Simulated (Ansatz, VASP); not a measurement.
**N: VASP beside Ansatz**

Contents of INCAR:

```
SYSTEM = N
PREC = Accurate
ENCUT = 520
EDIFF = 1E-7
ISMEAR = -1
SIGMA = 0.05
LREAL = .False.
LASPH = .True.
NELM = 100
ALGO = Normal
ISIF = 2
LWAVE = .False.
LCHARG = .False.
GGA = PE
NBANDS = 18
```

The input KPOINTS:

```
Automatic mesh
0
Gamma
  7 7 4
  0 0 0
```

File POSCAR:

```
N
1.0
    4.2220711100      0.0000000000      0.0000000000
   -2.1110355550      3.6564208379      0.0000000000
    0.0000000000      0.0000000000      7.0981983394
N
4
Direct
    0.6666666667      0.3333333333      0.6710699600
    0.6666666667      0.3333333333      0.8289300400
    0.3333333333      0.6666666667      0.1710699600
    0.3333333333      0.6666666667      0.3289300400
```

input.yaml

```yaml
crystal:
  lattice:
    - [4.22207111, 0.0, 0.0]
    - [-2.111035555, 3.6564208379, 0.0]
    - [0.0, 0.0, 7.0981983394]
  atoms:
    - { symbol: "N", position: [0.6666666667, 0.3333333333, 0.67106996] }
    - { symbol: "N", position: [0.6666666667, 0.3333333333, 0.82893004] }
    - { symbol: "N", position: [0.3333333333, 0.6666666667, 0.17106996] }
    - { symbol: "N", position: [0.3333333333, 0.6666666667, 0.32893004] }
kpoints:
  mp_grid: { grid: [7, 7, 4] }
scf:
  occupations: { method: fermi_dirac, width: 0.05 }
hamiltonian:
  xc: pbe
  pseudopotentials: { kind: all_electron, lapw: { basis_error: 0.001 } }
output:
  forces: true
  stress: true
  eigenvalues: true
```

Change from the starting cell: volume scaled by 1.04.

Alike in both runs: task single point; functional PBE; k mesh 7 × 7 × 4; occupations fermi-dirac, width 0.05 eV; no spin polarisation.

|  | VASP | Ansatz |
| --- | --- | --- |
| version | VASP 6.6.1 | Ansatz 0.2.0 |
| potentials or method | VASP PAW PBE potentials, release 64 (N) | all-electron LAPW, scalar-relativistic |
| plane-wave cutoff (eV) | 520 | see its input |

VASP gave:

| Quantity | Value |
| --- | --- |
| gap on the k mesh at the Fermi level (eV) | 6.95 |
| least direct gap on the mesh (eV) | 7.20 |
| pressure (GPa) | -1.1 |
| largest component of the traceless stress (GPa) | 2.35 |
| rms of the force components (eV/Å) | 0.623 |

Task: What did Ansatz give for the same quantities?

Result: gap on the k mesh at the Fermi level (eV): 6.99; least direct gap on the mesh (eV): 7.25; pressure (GPa): -2.5; largest component of the traceless stress (GPa): 5.40; rms of the force components (eV/Å): 1.441.

Atom by atom the forces differ by 0.817 eV/Å (rms over components). Ansatz ran all-electron here, so the differences hold the error of VASP's frozen core and of both bases.

Caveats: an odd mesh through Γ misses points on the zone boundary, where band edges often lie; forces of over 1 eV/Å show positions far from the minimum, so gaps and moduli don't describe the material at rest; the standard files for N, O and F lose accuracy on very short bonds (VASP).
